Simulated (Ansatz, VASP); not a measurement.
Two plane-wave programs on Al2P

```
Al P
1.0
     5.88117    0.00000    0.00000
     0.00000    5.88117    0.00000
     0.00000    0.00000    3.54504
Al P
4 2
Cartesian
  1.7236 1.7236 0.0000
  4.1576 4.1576 0.0000
  4.6641 1.2170 1.7725
  1.2170 4.6641 1.7725
  0.0000 0.0000 0.0000
  2.9406 2.9406 1.7725
```

Change from the starting cell: species swapped into the PmCl2 type (P4_2/mnm, No. 136).

Alike in both runs: functional PBE; k mesh 6 × 6 × 12; occupations gaussian, width 0.1 eV; no spin polarisation.

Ansatz relaxed the structure, and its values are those at the end. VASP's run is a single point on that final structure, the one shown.

```csv
,VASP,Ansatz
version,VASP 6.6.1,Ansatz 0.2.0
potentials or method,"VASP PAW PBE potentials, release 64 (Al, P)","scalar-relativistic, plane waves, PAW"
plane-wave cutoff (eV),520,420
valence electrons in the cell,22,22
```

```csv
,VASP,Ansatz,Ansatz less VASP
gap on the k mesh at the Fermi level (eV),none,none,-
pressure (GPa),-0.1,0.0,+0.06
```

A gap of «none» marks a metal or a gap that the smearing closes.
